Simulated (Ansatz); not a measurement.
## N started at a second open point in wurtzite AlN, 97 atoms, charge 0

All numbers come from Ansatz (PAW, plane waves, no spin–orbit coupling) at the single k point (¼, ¼, ¼) without its symmetry partners. The atoms were relaxed with PBEsol in a fixed cell; other functionals are single points on those atoms unless said otherwise. The valence top and gap of the host come from its small cell on a dense mesh, with the band extrema sought between the mesh points, lined up by the mean potential, PBEsol gap 4.09 eV, HSE06 gap 5.54 eV.

Cell: a = 9.341 Å, b = 10.787 Å, c = 9.967 Å, α = 90.00°, β = 90.00°, γ = 90.00°.

Nearest atoms after relaxation, from the placed atom (for vacancies from the middle of the vacant sites): N at 1.37 Å, Al at 1.84 Å, Al at 1.86 Å, Al at 2.20 Å, Al at 2.34 Å, N at 2.58 Å, N at 2.62 Å, N at 2.83 Å.

Chemical potentials μ are those of reference phases of the elements at zero temperature by the same functional (the usual solids, diamond for C, grey Sn, and the molecules H2, N2, O2, F2, Cl2, Br2 and S8).

| functional | E(defect) − E(host) − Σ nμ + q·E_VBM (eV) | monopole (eV) | alignment (eV) | formation energy at E_F = VBM (eV) | moment (μB) | wall time, shared host |
| --- | --- | --- | --- | --- | --- | --- |
| PBEsol | 4.56 | 0.00 | 0.00 | 4.56 | 1.0 | 28 s on NVIDIA H100 (relaxation) |
| HSE06 | 4.87 | 0.00 | 0.00 | 4.87 | 1.0 | 73 s on NVIDIA H100 |

HSE06 one-electron levels near the gap (the ten most localised at most), from the host's valence top:

| level (eV) | spin | filling | atoms sharing it | element of the atom with most weight |
| --- | --- | --- | --- | --- |
| -0.30 | down | 1.00 | 56.0 | spread |
| -0.21 | up | 1.00 | 54.3 | spread |
| -0.19 | down | 1.00 | 52.7 | spread |
| 0.64 | up | 1.00 | 4.9 | N |
| 1.04 | up | 1.00 | 4.5 | N |
| 1.25 | down | 1.00 | 4.5 | N |
| 3.55 | down | 0.00 | 3.4 | N |

All elements are taken at their own reference at once; growth conditions in equilibrium with the host shift these energies, by up to the host's formation enthalpy.

One k point and a cell of this size can leave errors of several tenths of an eV in such numbers.
